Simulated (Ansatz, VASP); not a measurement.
**One calculation of MgB2, two programs**

```
Mg B
1.0
     2.99547    0.00000    0.00000
    -1.49773    2.59415    0.00000
     0.00000    0.00000    3.35440
Mg B
1 2
Direct
  0.00000 0.00000 0.00000
  0.33333 0.66667 0.50000
  0.66667 0.33333 0.50000
```

Alike in both runs: functional PBEsol; k mesh 18 × 18 × 12; occupations fermi-dirac, width 0.15 eV; no spin polarisation.

Ansatz relaxed the structure, and its values are those at the end. VASP's run is a single point on that final structure, the one shown.

```csv
,VASP,Ansatz
version,VASP 6.6.1,Ansatz 0.2.0
potentials or method,"VASP PAW PBE potentials, release 64 (Mg, B)","scalar-relativistic, plane waves, PAW"
plane-wave cutoff (eV),520,420
valence electrons in the cell,8,16
```

|  | VASP | Ansatz | Ansatz less VASP |
| --- | --- | --- | --- |
| gap on the k mesh at the Fermi level (eV) | none | none | - |
| pressure (GPa) | 15.1 | 15.0 | -0.14 |

A gap of «none» marks a metal or a gap that the smearing closes. The two sets of potentials don't hold the same shells in valence.

Caveats: so large a pressure means that the cell lies far from this level's equilibrium, or that cutoff or potentials fall short (VASP); the potentials were made for another functional, which shifts forces and pressure (VASP).
